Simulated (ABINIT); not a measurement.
A run of ABINIT 10.8.3 (patched build) is set up as follows.

Contents of run.abi:

```
ndtset 2

pp_dirpath "./"
pseudos "Te.GGA_PBE-JTH.xml, Cd.GGA_PBE-JTH.xml"

acell 8.5652865883 8.5652865883 8.5652865883
rprim
     0.0000000000     0.7071067812     0.7071067812
     0.7071067812     0.0000000000     0.7071067812
     0.7071067812     0.7071067812     0.0000000000
ntypat 2
znucl 52 48
natom 2
typat 1 2
xcart
     4.8075000000     4.8075000000     4.8075000000
     0.0000000000     0.0000000000     0.0000000000 Angstrom

ecut 17.0
pawecutdg 34.0

ixc -110131

occopt 3
tsmear 0.00183747

nstep 100

iomode 3
prtwf 0
prteig 0
prtebands 0
enunit 1
prtden1 1
prtvha1 1
prtvclmb1 1
prtpot1 1

kptopt1 1
ngkpt1 7 7 7
nshiftk1 1
shiftk1 0.0 0.0 0.0
nband1 13
tolvrs1 1.0e-9

iscf2 -2
getden2 1
nband2 17
nbdbuf2 2
tolwfr2 1.0e-12
kptopt2 -9
ndivsm2 8
prteig2 1
prtvol2 -3
kptbounds2
     0.0000000000     0.0000000000     0.0000000000
     0.5000000000     0.0000000000     0.5000000000
     0.5000000000     0.2500000000     0.7500000000
     0.3750000000     0.3750000000     0.7500000000
     0.0000000000     0.0000000000     0.0000000000
     0.5000000000     0.5000000000     0.5000000000
     0.6250000000     0.2500000000     0.6250000000
     0.5000000000     0.2500000000     0.7500000000
     0.5000000000     0.5000000000     0.5000000000
     0.3750000000     0.3750000000     0.7500000000
```

Potentials or basis: JTH PAW PBE v2.0.

Command:

```bash
$ abinit run.abi > log 2>&1
```

Estimate the band gap on the k mesh.

1.25 eV, direct.

Levels at the corners of the path, in eV from the valence-band top:
```tsv
point	band 5	band 6	band 7	band 8	band 9	band 10	band 11	band 12	band 13	band 14
Γ	-8.31	-8.31	0.00	0.00	0.00	1.25	4.87	4.87	4.87	8.56
X	-8.27	-7.73	-4.32	-1.87	-1.87	2.99	3.10	9.57	9.69	9.69
W	-8.30	-7.65	-4.21	-2.30	-2.17	4.50	5.18	6.03	6.88	10.31
K	-8.29	-7.69	-4.22	-2.52	-1.55	3.28	4.91	7.87	7.96	8.49
Γ	-8.31	-8.31	0.00	0.00	0.00	1.25	4.87	4.87	4.87	8.56
L	-8.29	-7.90	-4.41	-0.79	-0.79	2.18	5.51	5.51	7.94	9.53
U	-8.29	-7.69	-4.22	-2.52	-1.55	3.28	4.91	7.87	7.96	8.49
W	-8.30	-7.65	-4.21	-2.30	-2.17	4.50	5.18	6.03	6.88	10.31
L	-8.29	-7.90	-4.41	-0.79	-0.79	2.18	5.51	5.51	7.94	9.53
K	-8.29	-7.69	-4.22	-2.52	-1.55	3.28	4.91	7.87	7.96	8.49
```

Caveat: spin-orbit coupling is left out, which moves the levels of the heavy elements.

**The experiment to reproduce.**

From a printed reference work, data compilation, for a bulk crystal of CdTe at 0 K: band gap 1.607 eV.

A measured gap of CdTe is 1.607 eV (0 K; a printed reference work, data compilation); the calculated 1.25 eV misses it by -0.35 eV. Spin-orbit coupling on Cd, Te is left out. The value is that of OLYP, without temperature or zero-point motion.
